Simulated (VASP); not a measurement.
C, 4 atoms in the cell. It takes space group P6_3/mmc (No. 194, hexagonal). The conventional cell has a = 2.503 Å, b = 2.503 Å, c = 3.983 Å, α = 90.00°, β = 90.00°, γ = 120.00°. Around C (site symmetry 3m) lie 4 C at 1.50 to 1.53 Å. The cell was built by a generator and needn't be a form met in nature. The cell isn't the ideal one: uniaxial_z strain -4.5%.

- Program: VASP 6.6.1
- Task: single point
- Functional: HSE06
- Potentials or basis: VASP PAW PBE potentials, release 64 (C)
- Cutoff: 520 eV
- k mesh: 9 × 9 × 4
- Occupations: gaussian, width 0.01 eV
- Spin: no spin polarisation
- Dipole correction: no
- Exchange at q = 0: truncated
- Grid for exact exchange (PRECFOCK): Normal
- Screening parameter: 0.2079 1/A
- Further INCAR settings: ALGO = Normal; EDIFF = 1e-06; NBANDS = 16

Potentials or basis: VASP PAW PBE potentials, release 64 (C).

The run is started by

```sh
$ cat potpaw_PBE.64/C/POTCAR > POTCAR
$ cp INCAR.step1 INCAR
$ mpirun -np 1 vasp_std > vasp.out
$ cp INCAR.step2 INCAR
$ mpirun -np 1 vasp_std > vasp.out
```

Hardware: 1 thread of Intel(R) Xeon(R) 6975P-C (Granite Rapids) (shared host).

**Question.** How long does it take, and how much memory?

**Answer.** It took 18 min on 1 thread of Intel(R) Xeon(R) 6975P-C (Granite Rapids), with other jobs on the host, peak memory 0.24 GiB. Counts: scf iterations 9, k points 36.
